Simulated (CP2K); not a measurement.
# Ir under changes of volume

One of the cells (14.627 Å³/atom); the others are scaled copies at fixed shape and fractional positions:

```
CELL_PARAMETERS angstrom
2.75138 0.00000 0.00000
-1.37569 2.38276 0.00000
0.00000 0.00000 4.46229
ATOMIC_POSITIONS crystal
Ir 0.33333 0.66667 0.25000
Ir 0.66667 0.33333 0.75000
```

This isn't the form of Ir at room conditions, which is fcc.

| Item | Value |
| --- | --- |
| Program | CP2K 2026.2 |
| Functional | PBEsol |
| Potentials or basis | POTENTIAL_UZH Ir GTH-PBE-q17; TZVP-MOLOPT-PBE-GTH basis |
| Density cutoff | 6123 eV |
| k mesh | 11 × 11 × 6 |
| Occupations | fermi-dirac, width 0.05 eV |
| Spin | no spin polarisation |

| volume (Å³/atom) | energy over the lowest point (meV/atom) | pressure (GPa) |
| --- | --- | --- |
| 13.749 | 9.80 | 9.9 |
| 14.042 | 0.00 | 1.2 |
| 14.335 | 5.24 | -6.6 |
| 14.627 | 23.75 | -13.4 |
| 14.920 | ? | ? |
| 15.212 | 94.49 | -24.7 |
| 15.505 | 144.06 | -29.3 |

Question: What does the run at 14.920 Å³/atom give?

Answer: Energy over the lowest point 53.97 meV/atom; pressure -19.4 GPa.

Worked out: A Birch-Murnaghan fit of order 3 (a polynomial in V^(-2/3)) to the other rows has its minimum at 14.08 Å³/atom with B0 = V·E''(V) = 390 GPa and B' = 5.1 at fixed shape and positions, which overstates the stiffness. It gives 54.04 meV/atom at 14.920 Å³/atom, against the run's 53.97, and -dE/dV = -19.5 GPa, against -19.4.

Energies are extrapolated to zero smearing.

Caveats: the potentials were made for another functional, which shifts forces and pressure; the basis of atomic orbitals isn't converged, which shifts pressures, moduli and gaps.
